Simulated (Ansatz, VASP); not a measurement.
**Two plane-wave programs on Si**

```
Si
1.0
     4.30671    0.00000    0.00000
    -2.15335    3.72972    0.00000
     0.00000    0.00000    2.46548
Si
3
Direct
  0.00000 0.00000 0.00000
  0.33333 0.66667 0.50000
  0.66667 0.33333 0.50000
```

Alike in both runs: task single point; functional RPBE; k mesh 9 × 9 × 14; occupations fermi-dirac, width 0.1 eV; no spin polarisation.

```csv
,VASP,Ansatz
version,VASP 6.6.1,Ansatz 0.2.0
potentials or method,"VASP PAW PBE potentials, release 64 (Si)","plane waves (420 eV) with PAW, scalar-relativistic"
plane-wave cutoff (eV),520,420
valence electrons in the cell,12,12
```

```csv
,VASP,Ansatz,Ansatz less VASP
pressure (GPa),14.9,15.5,+0.62
largest component of the traceless stress (GPa),4.32,4.35,+0.029
```

The functional is the same, so the differences come from potentials, cutoffs and numerics.

Caveats: the PAW data sets were made with another functional, which shifts forces and pressure a little (VASP).
